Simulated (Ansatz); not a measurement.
ZnO at a changed volume — 67Zn NMR of the central transition

Cell: a structure deposited in the COD, relaxed with PBE at fixed cell and then changed (volume scaled by 1.02, ions relaxed).

```yaml
crystal:
  lattice:
    - [3.27092, 0.00000, 0.00000]
    - [-1.63546, 2.83270, 0.00000]
    - [0.00000, 0.00000, 5.23826]
  atoms:
    - { symbol: Zn, position: [0.33333, 0.66667, 0.00048] }
    - { symbol: Zn, position: [0.66667, 0.33333, 0.50048] }
    - { symbol: O, position: [0.33333, 0.66667, 0.38162] }
    - { symbol: O, position: [0.66667, 0.33333, 0.88162] }
```

Atom numbers follow the list; atoms alike are taken as one site, whose name carries the number of the first.

Method: Kohn–Sham DFT in Ansatz, PBE, plane waves and PAW, scalar-relativistic, 420 eV cutoff, Γ-centred 11×11×6 k-points, Fermi–Dirac smearing 0.02 eV.

67Zn has I = 5/2 and Q = 122.0 mb (Pyykkö 2018); at 16.4 T its Larmor frequency is ν₀ = 43.8 MHz. Only the quadrupole interaction is simulated: positions count from each site's isotropic chemical shift, and J coupling is left out, as are shift anisotropy and dipolar coupling, which fast spinning averages.

Problem. Simulate the second-order pattern (fast magic-angle spinning, Gaussian broadening 0.03 kHz) of site Zn (4 O at 1.99–2.00 Å; also 1 O at 3.24 Å).

Solution. The calculation gives C_Q = 1.55 MHz and η = 0.00, so ν_Q = 0.233 MHz and the centre of gravity lies at -7.56 ppm (-0.331 kHz).

| offset (kHz) | height |
| --- | --- |
| -0.8562 | 0 |
| -0.8224 | 4 |
| -0.7887 | 6 |
| -0.7549 | 6 |
| -0.7211 | 6 |
| -0.6873 | 6 |
| -0.6535 | 7 |
| -0.6197 | 7 |
| -0.5860 | 7 |
| -0.5522 | 11 |
| -0.5184 | 75 |
| -0.4846 | 74 |
| -0.4508 | 53 |
| -0.4170 | 46 |
| -0.3833 | 44 |
| -0.3495 | 43 |
| -0.3157 | 43 |
| -0.2819 | 44 |
| -0.2481 | 47 |
| -0.2143 | 53 |
| -0.1805 | 64 |
| -0.1468 | 100 |
| -0.1130 | 82 |
| -0.0792 | 2 |

An axis of threefold or higher order runs through Zn, so V_zz lies along it and η is zero.

With a gap of 0.8 eV on this mesh, small gradients can still move by 0.1 × 10²¹ V/m² or more as the k-mesh gets denser.

The relaxation (2 steps) took 3.6 s of wall time (3.5 s of CPU time) and 0.48 GiB at its peak, on 1 thread of AMD EPYC 9R45 (Zen 5) (x86_64; 16 cores open to the job, memory cap 3.0 GiB, no GPU), a shared host with a load of 0.3 a core.
